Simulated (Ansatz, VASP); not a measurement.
## W4C3: VASP beside Ansatz

File INCAR:

```
SYSTEM = W4C3
PREC = Accurate
ENCUT = 520
EDIFF = 1E-7
ISMEAR = 0
SIGMA = 0.1
LREAL = .False.
LASPH = .True.
NELM = 100
ALGO = Fast
ISIF = 2
LWAVE = .False.
LCHARG = .False.
LDIPOL = .True.
IDIPOL = 3
DIPOL = 0.5 0.5 0.500
GGA = PS
NBANDS = 43
```

File KPOINTS:

```
regular mesh
0
Gamma
  12 12 1
  0 0 0
```

The input POSCAR:

```
W4C3
1.0
    2.8984136656      0.0000000000      0.0000000000
   -1.4492068328      2.5100998651      0.0000000000
    0.0000000000      0.0000000000     23.4828357183
W C
4 3
Direct
    0.0000000000      0.0000000000      0.3193822113
    0.0000000000      0.0000000000      0.4397940704
    0.0000000000      0.0000000000      0.5602059296
    0.0000000000      0.0000000000      0.6806177887
    0.6666666667      0.3333333333      0.3795881409
    0.6666666667      0.3333333333      0.5000000000
    0.6666666667      0.3333333333      0.6204118591
```

Input for Ansatz:

```yaml
crystal:
  lattice:
    - [2.8984136656, 0.0, 0.0]
    - [-1.4492068328, 2.5100998651, 0.0]
    - [0.0, 0.0, 23.4828357183]
  atoms:
    - { symbol: W, position: [0.0, 0.0, 0.3193822113] }
    - { symbol: C, position: [0.6666666667, 0.3333333333, 0.3795881409] }
    - { symbol: W, position: [0.0, 0.0, 0.4397940704] }
    - { symbol: C, position: [0.6666666667, 0.3333333333, 0.5] }
    - { symbol: W, position: [0.0, 0.0, 0.5602059296] }
    - { symbol: C, position: [0.6666666667, 0.3333333333, 0.6204118591] }
    - { symbol: W, position: [0.0, 0.0, 0.6806177887] }
basis:
  ecutwfc: 420
kpoints:
  mp_grid: { grid: [12, 12, 1] }
hamiltonian:
  xc: pbesol
scf:
  occupations: { method: gaussian, width: 0.1 }
output:
  forces: true
  stress: true
  eigenvalues: true
efield:
  axis: 3
  dipole_correction: true
```

Alike in both runs: task single point; functional PBEsol; k mesh 12 × 12 × 1; occupations gaussian, width 0.1 eV; no spin polarisation.

```csv
,VASP,Ansatz
version,VASP 6.6.1,Ansatz 0.2.0
potentials or method,"VASP PAW PBE potentials, release 64 (W_sv, C)","scalar-relativistic, plane waves, PAW"
plane-wave cutoff (eV),520,420
valence electrons in the cell,68,68
```

```tsv
	VASP	Ansatz	Ansatz less VASP
gap on the k mesh at the Fermi level (eV)	none	none	-
rms of the force components (eV/Å)	0.438	0.449	+0.0104
```

A gap of «none» marks a metal or a gap that the smearing closes. With one functional, cell and mesh, what is left measures potentials, basis and numerics.

Caveats: the PAW data sets were made with another functional, which shifts forces and pressure a little (VASP). Spin-orbit coupling is left out, which matters for the levels of W.
